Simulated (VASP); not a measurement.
# Li (Fd-3m) in VASP: notebook, part 4 of 4

VASP 6.6.1.

**6. Single point, PBEsol**

This run uses another cell than the first one, of 23.56 Å³/atom, 0.920 times its volume.

Contents of INCAR:

```
PREC     = Accurate       # precision mode
ENCUT    = 520            # plane-wave cutoff, eV
EDIFF    = 1E-6           # SCF threshold, eV
ISMEAR   = -1             # smearing method
SIGMA    = 0.1            # smearing width, eV
LREAL    = F              # projectors in reciprocal space
LASPH    = T              # aspherical terms in the spheres
NELM     = 80             # most SCF steps
ALGO     = Normal         # electronic algorithm
ISIF     = 2              # what is computed and relaxed
LWAVE    = F              # write WAVECAR
LCHARG   = F              # write CHGCAR
GGA      = PS             # functional
NBANDS   = 10             # bands
```

Contents of KPOINTS:

```
regular mesh
0
Gamma
  10 10 10
```

Contents of POSCAR:

```
Li
1.0
    0.0000000000      2.8668132691      2.8668132691
    2.8668132691      0.0000000000      2.8668132691
    2.8668132691      2.8668132691      0.0000000000
Li
2
Direct
    0.1250000000      0.1250000000      0.1250000000
    0.8750000000      0.8750000000      0.8750000000
```

Potentials or basis: VASP PAW PBE potentials, release 64 (Li_sv).

Command:

```bash
$ cat potpaw_PBE.64/Li_sv/POTCAR > POTCAR
$ mpirun -np 1 vasp_std > vasp.out
```

OUTCAR:

```text
PREC = Accurate
   ENCUT = 520
   EDIFF = 1E-6
   ISMEAR = -1
   LREAL = F
   LASPH = T
   NELM = 80
   ISIF = 2
   GGA = PS

 ion  position               nearest neighbor table
   1  0.125  0.125  0.125-   2 2.48   2 2.48   2 2.48   2 2.48
   2  0.875  0.875  0.875-   1 2.48   1 2.48   1 2.48   1 2.48

  LATTYP: Found a face centered cubic cell.
 ALAT       =     5.7336265382

  Lattice vectors:

 A1 = (   0.0000000000,   2.8668132691,   2.8668132691)
 A2 = (   2.8668132691,   0.0000000000,   2.8668132691)
 A3 = (   2.8668132691,   2.8668132691,   0.0000000000)

Analysis of symmetry for initial positions (statically):
=====================================================================
 Subroutine PRICEL returns:
 Original cell was already a primitive cell.

 Routine SETGRP: Setting up the symmetry group for a
 face centered cubic supercell.

 Subroutine GETGRP returns: Found 48 space group operations
 (whereof 12 operations were pure point group operations)
 out of a pool of 48 trial point group operations.

The static configuration has the point symmetry D_3d.
 The point group associated with its full space group is O_h .

Analysis of symmetry for dynamics (positions and initial velocities):
=====================================================================
 Subroutine PRICEL returns:
 Original cell was already a primitive cell.

 Routine SETGRP: Setting up the symmetry group for a
 face centered cubic supercell.

 Subroutine GETGRP returns: Found 48 space group operations
 (whereof 12 operations were pure point group operations)
 out of a pool of 48 trial point group operations.

The dynamic configuration has the point symmetry D_3d.
 The point group associated with its full space group is O_h .

 Subroutine INISYM returns: Found 48 space group operations
 (whereof 12 operations are pure point group operations),
[... 119 lines left out ...]
  Thomas-Fermi vector in A             =   1.935137
   LORBIT       =      0    0 simple, 1 ext, 2 COOP (PROOUT), +10 PAW based schemes
   GGA     = PS    functional components
   LHFCALC =     F    Hartree Fock is set to
   AEXX    =    0.0000 exact exchange contribution
   IVDW    =     0    specifies the selected vdW correction
   LEPSILON=     F    determine dielectric tensor
   LRPA    =     F    only Hartree local field effects (RPA)
 non-spin polarized calculation
  energy-cutoff  :      520.00
  volume of cell :       47.12
 maximum number of plane-waves:      1295
   NGX = 15   NGY = 15   NGZ = 15

 number of electron       6.0000009 magnetization

 Free energy of the ion-electron system (eV)
  ---------------------------------------------------
  ext. energy  EPLUGINS =         0.00000000
  ---------------------------------------------------
  free energy    TOTEN  =        -2.90483454 eV

  energy without entropy =       -2.88137343  energy(sigma->0) =       -2.89310399

 E-fermi :   0.4511     XC(G=0):  -6.6485

 val. band max:        0.4125070797   @ k =  -0.4000   0.2000   0.1000
 cond. band min:       0.5313271603   @ k =   0.5000   0.5000   0.0000
 fundamental gap:      0.1188200806
 Fermi energy:         0.4511217840

 k-point     1 :       0.0000    0.0000    0.0000
  band No.  band energies     occupation
      1     -46.7347      2.00000
      2     -46.6298      2.00000
      3      -3.0563      2.00000
      4       6.3218      0.00000
      5       6.3219      0.00000
      6       6.3219      0.00000
      7       7.4586      0.00000
      8       7.4586      0.00000
      9       7.4586      0.00000
     10      12.4265      0.00000
[... 287 lines left out ...]
 k-point    24 :       0.4000    0.3000    0.0000
  band No.  band energies     occupation
      1     -46.7051      2.00000
      2     -46.6587      2.00000
      3      -1.2557      2.00000
      4       2.6631      0.00000
      5       3.0521      0.00000
      6       3.2038      0.00000
      7       6.6731      0.00000
      8       7.2645      0.00000
      9      12.0922      0.00000
     10      12.6464      0.00000

 [... further k-points ...]

------------------------ aborting loop because EDIFF is reached ----------------------------------------

  FORCE on cell =-STRESS in cart. coord.  units (eV):
  Direction    XX          YY          ZZ          XY          YZ          ZX
  --------------------------------------------------------------------------------------
  -------------------------------------------------------------------------------------
  Total        0.1155451      0.1155451      0.1155451      0.0000000      0.0000000     -0.0000000
  in kB        3.9285646      3.9285646      3.9285646      0.0000000      0.0000000     -0.0000000
  external PRESSURE =       3.9285646 kB  Pullay stress =       0.0000000 kB

 VOLUME and BASIS-vectors are now :
 -----------------------------------------------------------------------------
  energy-cutoff  :      520.00
  volume of cell :       47.12
      direct lattice vectors                 reciprocal lattice vectors
     0.000000000  2.866813269  2.866813269    -0.174409685  0.174409685  0.174409685
     2.866813269  0.000000000  2.866813269     0.174409685 -0.174409685  0.174409685
     2.866813269  2.866813269  0.000000000     0.174409685  0.174409685 -0.174409685

 POSITION                                       TOTAL-FORCE (eV/Angst)
 -----------------------------------------------------------------------------------
      0.71670      0.71670      0.71670         0.000000      0.000000      0.000000
      5.01692      5.01692      5.01692        -0.000000     -0.000000     -0.000000
 -----------------------------------------------------------------------------------
    total drift:                                0.000000      0.000000      0.000000

  FREE ENERGIE OF THE ION-ELECTRON SYSTEM (eV)
  ---------------------------------------------------
  free  energy   TOTEN  =        -2.9048345442 eV

  energy  without entropy=       -2.8813734291  energy(sigma->0) =       -2.89310399
```

OSZICAR:

```text
N       E                     dE             d eps       ncg     rms          rms(c)
DAV:   1     0.158018852723E+02    0.15802E+02   -0.30892E+03   940   0.555E+02
DAV:   2     0.481464745461E+00   -0.15320E+02   -0.15110E+02  1134   0.101E+02
DAV:   3    -0.284313133802E+01   -0.33246E+01   -0.32997E+01  1626   0.322E+01
DAV:   4    -0.291522715523E+01   -0.72096E-01   -0.72005E-01  1204   0.592E+00
DAV:   5    -0.291607102881E+01   -0.84387E-03   -0.84385E-03  1322   0.684E-01    0.560E-01
DAV:   6    -0.290869725844E+01    0.73738E-02   -0.28755E-03  1598   0.223E-01    0.301E-01
DAV:   7    -0.290474189607E+01    0.39554E-02   -0.59561E-03  1420   0.347E-01    0.664E-02
DAV:   8    -0.290484302111E+01   -0.10113E-03   -0.11788E-03  1276   0.186E-01    0.304E-02
DAV:   9    -0.290483543723E+01    0.75839E-05   -0.12419E-05  1316   0.251E-02    0.202E-03
DAV:  10    -0.290483441042E+01    0.10268E-05   -0.15042E-06   900   0.105E-02    0.362E-03
DAV:  11    -0.290483454420E+01   -0.13378E-06   -0.88559E-08   624   0.305E-03
   1 F= -.29048345E+01 E0= -.28931040E+01  d E =-.234611E-01
```

stdout:

```text
POSCAR found type information on POSCAR Li
 POSCAR found :  1 types and       2 ions
 scaLAPACK will be used
 -----------------------------------------------------------------------------
|                                                                             |
|                                                                             |
|     You enforced a specific xc type in the INCAR file but a different       |
|     I HOPE YOU KNOW WHAT YOU ARE DOING!                                     |
|                                                                             |
 -----------------------------------------------------------------------------

 LDA part: xc-table for (Slater+PW92), standard interpolation
 POSCAR, INCAR and KPOINTS ok, starting setup
 FFT: planning ... GRIDC
 FFT: planning ... GRID_SOFT
 FFT: planning ... GRID
 WAVECAR not read
 entering main loop
```

It took 15 s on 1 thread of Intel Xeon 6975P-C (Granite Rapids), shared host; peak memory 0.15 GiB.

Results:

* Free energy: -2.9048 eV
* Band gap on the k mesh: none (metal or under the smearing width)

Caveat: the cutoff is under 1.25 times the usual one of these potentials, so pressure, stress and relaxed cells hold a basis-set (Pulay) error; the PAW data sets were made with another functional, which shifts forces and pressure a little.

**7. Summary**

```tsv
task	cell	k mesh	cutoff (eV)	gap on the mesh (eV)
single point	Fd-3m, 25.61 Å³/atom	15 × 15 × 15	520	none
single point	Fd-3m, 25.61 Å³/atom	10 × 10 × 10	520	none
single point	Fd-3m, 25.61 Å³/atom	9 × 9 × 9	520	none
relaxation of cell and atoms	relaxed	9 × 9 × 9	600	none
single point	Fd-3m, 23.56 Å³/atom	10 × 10 × 10	520	none
```

Alike in all rows: level PBEsol; potentials or basis VASP PAW PBE potentials, release 64 (Li_sv); no spin polarisation; smearing fermi-dirac 0.1 eV.

Every run on the cell as given and a fine mesh finds a metal.

Caveats: the cutoff is under 1.25 times the usual one of these potentials, so pressure, stress and relaxed cells hold a basis-set (Pulay) error; the PAW data sets were made with another functional, which shifts forces and pressure a little.

Total energies depend on the potentials used, so only differences within one code and one set of settings carry meaning.
